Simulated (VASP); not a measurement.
Crystal: CsBr.

```
CELL_PARAMETERS angstrom
4.31938 0.00000 0.00000
0.00000 4.31938 0.00000
0.00000 0.00000 4.31938
ATOMIC_POSITIONS crystal
Cs 0.00000 0.00000 0.00000
Br 0.50000 0.50000 0.50000
```

The cell was built by a generator and needn't be a form met in nature.

Base run:

```yaml
Program: VASP 6.6.1
Functional: HSE06
Potentials_or_basis: VASP PAW PBE potentials, release 64 (Cs_sv, Br)
Cutoff: 520 eV
k_mesh: 4 × 4 × 4
Occupations: gaussian, width 0.01 eV
Spin: no spin polarisation
```

Its results: band gap on the k mesh 5.60 eV, indirect (least direct gap 5.60 eV); pressure 0.4 GPa.

The run is repeated on the same cell with these changes: functional from HSE06 to PBE; further incar settings from ALGO = Normal; EDIFF = 1e-06; NBANDS = 15 to ALGO = Fast; EDIFF = 1e-07; NBANDS = 15. What comes out?

Band gap on the k mesh 4.42 eV, indirect (least direct gap 4.43 eV); pressure 0.7 GPa.

Caveats: spin-orbit coupling is left out, which moves the levels of the heavy elements; the PAW data sets were made with another functional, which shifts forces and pressure a little (some runs).

